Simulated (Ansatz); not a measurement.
WSi2: how the free axis answers a strain

WSi2, I4/mmm, a = 3.202 Å, c = 7.816 Å. Ansatz: PBEsol, PAW, 420 eV, Γ-centred 12×12×6 mesh on 6 atoms, Gaussian smearing 0.10 eV; no spin polarisation. Series: biaxial strain in the a-b plane, c and atoms relaxed; x is the strain in per cent. y is the change of c in per cent of 7.816 Å.

| x (%) | y (%) |
| --- | --- |
| -4.5 | 2.08 |
| -3.0 | 1.27 |
| -1.5 | 0.60 |
| 0.0 | 0.00 |
| 1.5 | -0.50 |
| 3.0 | ? |
| 4.5 | -1.34 |

Question: Fit y = c1 x + c2 x² to the other rows, say what c1 measures, and predict the missing y.

Answer: Least squares on the rows shown. y = −0.3771 x + 0.01806 x². With no stress along c, c1 = −2C13/C33 = -0.377. At x = 3.0 the fit asked for gives -0.97 %. The run gave -0.94 %, so the fit is 0.03 % too low, within twice the rms miss on the fitted rows (0.02 %).

Spin–orbit coupling is left out, which can shift energies with elements as heavy as these.